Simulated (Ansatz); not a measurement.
Runs of Ansatz 0.2.0 on Cu. It takes space group P6_3/mmc (No. 194, hexagonal). Conventional cell: a = 2.531 Å, b = 2.531 Å, c = 8.262 Å, α = 90.00°, β = 90.00°, γ = 120.00°. Around Cu (site symmetry -6m2) lie 12 Cu at 2.53 Å. Cu (site symmetry -3m) has 12 Cu at 2.53 Å as nearest neighbours. This isn't the form of Cu at room conditions, which is fcc.

| level | cutoff (eV) | gap on the mesh (eV) | pressure (GPa) | relaxed volume (Å³/atom) |
| --- | --- | --- | --- | --- |
| r2SCAN | 500 | none | 0.0 | 11.45 |
| RPBE | 420 | none | 0.0 | (b) |
| LDA | 420 | none | 0.0 | (a) |
| BLYP | 420 | none | 0.0 | 12.71 |
| PBEsol | 420 | none | 0.0 | 11.32 |
| revPBE | 420 | none | 0.0 | 12.28 |

Alike in all rows: task relaxation of cell and atoms; potentials or basis Ansatz PAW; no spin polarisation; cell relaxed; k mesh 12 × 12 × 4; smearing fermi-dirac 0.05 eV.

Problem. Estimate the missing entries.

Solution. (a) 10.90; (b) 12.41.

Caveats: the plane-wave basis is chosen anew once the cell has moved, so the energies of steps on either side of that aren't comparable; the PAW data sets come from PBE, with cores solved anew for the run's functional, which leaves a small shift of forces and pressure.

A gap of «none» marks a metal or a gap under the smearing width.

Runs at the PBE level aren't shown here.
